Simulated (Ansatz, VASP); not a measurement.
# Te2Mo in VASP and in Ansatz

```
Te Mo
1.0
     3.56023    0.00000    0.00000
    -1.78012    3.08325    0.00000
     0.00000    0.00000   17.52406
Te Mo
2 1
Direct
  0.33333 0.66667 0.89786
  0.33333 0.66667 0.10214
  0.00000 0.00000 0.00000
```

Alike in both runs: task single point; functional PBE; k mesh 6 × 6 × 1; occupations gaussian, width 0.1 eV; no spin polarisation.

|  | VASP | Ansatz |
| --- | --- | --- |
| version | VASP 6.6.1 | Ansatz 0.2.0 |
| potentials or method | VASP PAW PBE potentials, release 64 (Te, Mo_sv) | scalar-relativistic, plane waves, PAW |
| plane-wave cutoff (eV) | 520 | 420 |
| valence electrons in the cell | 26 | 46 |

VASP gave:

| Property | Result |
| --- | --- |
| gap on the k mesh at the Fermi level (eV) | 1.05 |
| least direct gap on the mesh (eV) | 1.05 |
| rms of the force components (eV/Å) | 0.111 |

Q: Which values does Ansatz return?

A: gap on the k mesh at the Fermi level (eV): 1.05; least direct gap on the mesh (eV): 1.05; rms of the force components (eV/Å): 0.105.

Atom by atom the forces differ by 0.007 eV/Å (rms over components). The two sets of potentials don't hold the same shells in valence.

Caveats: spin-orbit coupling is left out, which moves the levels of the heavy elements.
